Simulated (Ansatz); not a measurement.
SnO built on the wurtzite prototype (it has left that coordination) (r2SCAN geometry), in Ansatz:

```xyz
4
Lattice="3.2982 0.0000 0.0000 -1.6491 2.8563 0.0000 0.0000 0.0000 9.2164" Properties=species:S:1:pos:R:3 pbc="T T T"
Sn    0.0000    1.9042   -0.0612
Sn    1.6491    0.9521    4.5470
O     0.0000    1.9042    3.5173
O     1.6491    0.9521    8.1255
```

G0W0@PBE with 326 empty bands, a screening cutoff of 140 eV and a 6×6×2 mesh (PAW, contour deformation) gives 2.126 eV over the mesh points, from a PBE gap of 1.421 eV; it sums over 346 bands with 335 plane waves in the screening and a wave cutoff of 420 eV. G0W0 here is at a finite number of bands, screening cutoff and k mesh, not at the basis limit. These are computed values for a spin-unpolarised cell that may be hypothetical; none is a measurement.

Problem. Estimate the gap with starting point HSE06.

Solution. 2.542 eV (+0.416 eV), from a Kohn-Sham gap of 1.938 eV.

Problem. Estimate the gap with empty bands 141, screening cutoff 80 eV.

Solution. 1.987 eV (-0.139 eV), from a Kohn-Sham gap of 1.421 eV.

Problem. Estimate the gap with starting point LDA.

Solution. 2.139 eV (+0.013 eV), from a Kohn-Sham gap of 1.359 eV.

Spin-orbit coupling is left out, which matters wherever the heavy atoms make up the band edges.
